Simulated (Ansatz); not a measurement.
ZrS₂: clamped-ion strain scan

These are results of Ansatz, DFT PBEsol+D3(BJ), scalar-relativistic, plane waves, PAW, not measurements. The runs took a 420 eV cutoff, a Γ-centred 12×12×6 mesh and Gaussian smearing (0.03 eV). No spin polarisation. Energies are free energies at this smearing, counted from the undisturbed cell; pressure is positive in compression.

The undisturbed cell (relaxed at this level):

```
CELL_PARAMETERS angstrom
3.57836 0.00000 0.00000
-1.78918 3.09895 0.00000
0.00000 0.00000 5.53623
ATOMIC_POSITIONS crystal
Zr 0.00000 0.00000 0.00000
S 0.33333 0.66667 0.26489
S 0.66667 0.33333 0.73511
```

The cell is strained by ε times the Voigt pattern (1, 1, 0, 0, 0, 0) (xx, yy, zz, yz, xz, xy; engineering shear) with fractional coordinates fixed.

```
      ε  ΔE (meV/atom) stress summed along the pattern (GPa, tension positive) pressure (GPa) gap on the mesh (eV)
-0.1000              ?                                                   -79.54               ?                  0.00
-0.0750              ?                                                        ?            23.7                  0.00
-0.0500           93.2                                                   -32.47            14.1                  0.06
-0.0250           22.0                                                   -14.54             6.3                  0.18
 0.0000            0.0                                                     0.03             0.0                  0.29
 0.0250           19.8                                                    11.75               ?                     ?
 0.0500           74.9                                                    21.11            -9.0                  0.45
 0.0750          159.6                                                    28.49           -12.1                  0.48
 0.0875          211.5                                                    31.54           -13.4                  0.47
 0.1000          269.0                                                    34.23           -14.5                  0.46
```

Where the gap reads zero the k-mesh, chosen for the insulator, is on the coarse side.

Task: Give the withheld values.

Result: ΔE (meV/atom) at ε = -0.1000: 414.2; pressure (GPa) at ε = -0.1000: 35.4; ΔE (meV/atom) at ε = -0.0750: 221.2; stress summed along the pattern (GPa, tension positive) at ε = -0.0750: -53.84; pressure (GPa) at ε = 0.0250: -5.0; gap on the mesh (eV) at ε = 0.0250: 0.38.

Cost: 10 runs of about 1.1 core-minutes in all, on Arm Neoverse V1 (shared hosts).